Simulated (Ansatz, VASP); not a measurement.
One calculation of CdS, two programs

```
Cd S
1.0
     0.00000    2.91000    2.91000
     2.91000    0.00000    2.91000
     2.91000    2.91000    0.00000
Cd S
1 1
Direct
  0.00000 0.00000 0.00000
  0.75000 0.75000 0.75000
```

Alike in both runs: task single point; functional PBE; k mesh 8 × 8 × 8; occupations gaussian, width 0.05 eV; no spin polarisation.

|  | VASP | Ansatz |
| --- | --- | --- |
| version | VASP 6.6.1 | Ansatz 0.2.0 |
| potentials or method | VASP PAW PBE potentials, release 64 (Cd, S) | scalar-relativistic, plane waves, PAW |
| plane-wave cutoff (eV) | 520 | 420 |
| valence electrons in the cell | 18 | 26 |

VASP gave:

* gap on the k mesh at the Fermi level (eV): 1.16
* least direct gap on the mesh (eV): 1.16
* pressure (GPa): 3.7

Problem. Estimate Ansatz's values.

Solution. gap on the k mesh at the Fermi level (eV): 1.16; least direct gap on the mesh (eV): 1.16; pressure (GPa): 3.3.

The two sets of potentials don't hold the same shells in valence.

Expect the measured gap to be larger: semilocal functionals such as PBE lack the derivative discontinuity.
